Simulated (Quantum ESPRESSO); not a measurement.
Runs of Quantum ESPRESSO 7.5 on Te. The structure is trigonal, space group P3_121 (No. 152). Conventional cell: a = 4.454 Å, b = 4.454 Å, c = 5.924 Å, α = 90.00°, β = 90.00°, γ = 120.00°. Te (site symmetry 2) has 2 Te at 2.86 Å as nearest neighbours. 

| task | level | potentials or basis | k mesh | cutoff (eV) | SCF threshold | form of the LDA correlation | symmetry | mesh quality | pressure (GPa) | V0 of scaled cells (Å³/atom) | B0 (GPa) | largest force (eV/Å) |
| --- | --- | --- | --- | --- | --- | --- | --- | --- | --- | --- | --- | --- |
| band structure | PBEsol | GBRV 1.5 PBEsol | 7 × 7 × 5 | 612 | 6e-10 Ry | - | - | not flagged | -1.0 | - | - | (a) |
| equation of state | LDA | GBRV 1.5 LDA | 7 × 7 × 5 | 612 | 6e-10 Ry | PZ81 | - | not flagged | - | 32.68 | 55 | - |
| equation of state | PBEsol | GBRV 1.5 PBEsol | 7 × 7 × 5 | 612 | 6e-10 Ry | - | - | not flagged | - | (b) | 52 | - |
| equation of state | r2SCAN | SG15 PBE 1.2 | 4 × 4 × 3 | 952 | 1e-08 Ry | - | off | coarse | - | 34.27 | 50 | - |
| band structure | r2SCAN | SG15 PBE 1.2 | 5 × 5 × 4 | 952 | 1e-08 Ry | - | off | not flagged | 0.5 | - | - | 0.28 |

Alike in all rows: no spin polarisation; cell as given; smearing fermi-dirac 0.05 eV.

Estimate the missing entries.

(a) 0.20; (b) 33.28.

Caveats: some runs use coarse meshes; the cell was scaled at fixed shape and fractional positions, which overstates the stiffness of a crystal with free parameters, most of all of layers and chains (some runs); the potentials were made for another functional, which shifts forces and pressure (some runs).

The runs don't all hold the same shells in valence.
